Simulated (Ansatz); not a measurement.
Si3N4:

```
CELL_PARAMETERS angstrom
4.13078 0.00000 0.00000
0.00000 4.13078 0.00000
0.00000 0.00000 4.13078
ATOMIC_POSITIONS crystal
Si 0.00000 0.00000 0.50000
Si 0.50000 0.00000 0.00000
Si 0.00000 0.50000 0.00000
N 0.23952 0.23952 0.76048
N 0.76048 0.76048 0.76048
N 0.23952 0.76048 0.23952
N 0.76048 0.23952 0.23952
```

The cell was built by a generator and needn't be a form met in nature.

| Property | Result |
| --- | --- |
| Program | Ansatz 0.2.0 |
| Task | relaxation of cell and atoms |
| Functional | PBEsol |
| Potentials or basis | Ansatz PAW |
| Cutoff | 420 eV (not typed: the program's choice for these potentials) |
| k mesh | 7 × 7 × 7 |
| Occupations | fermi-dirac, width 0.05 eV |
| Spin | no spin polarisation |

At the start: volume 10.07 Å³/atom.

**Question.** How do energy, volume and symmetry change on relaxing?

**Answer.** It ends after 7 steps and the volume is 9.88 Å³/atom (-1.9 %); space group P-43m (No. 215, to 0.05 Å).

The path:
```csv
step,energy change (eV),largest force (eV/Å),volume (Å³)
1,0.0000,0.0523,70.48
2,-0.0157,0.0969,69.66
3,-0.0200,0.0329,69.21
4,-0.0202,0.0047,69.20
5,-0.0162,0.0046,69.20
6,-0.0163,0.0000,69.17
7,-0.0160,0.0001,69.17
```

Final structure:
```
Si N
1.0
     4.10499    0.00000    0.00000
     0.00000    4.10499    0.00000
     0.00000    0.00000    4.10499
Si N
3 4
Cartesian
  0.0000 0.0000 2.0525
  2.0525 0.0000 0.0000
  0.0000 2.0525 0.0000
  0.9865 0.9865 3.1185
  3.1185 3.1185 3.1185
  0.9865 3.1185 0.9865
  3.1185 0.9865 0.9865
```

Caveat: the plane-wave basis is chosen anew once the cell has moved, so the energies of steps on either side of that aren't comparable; the pressure holds a Pulay correction of +0.5 GPa for the finite cutoff; the PAW data sets come from PBE, with cores solved anew for the run's functional, which leaves a small shift of forces and pressure.
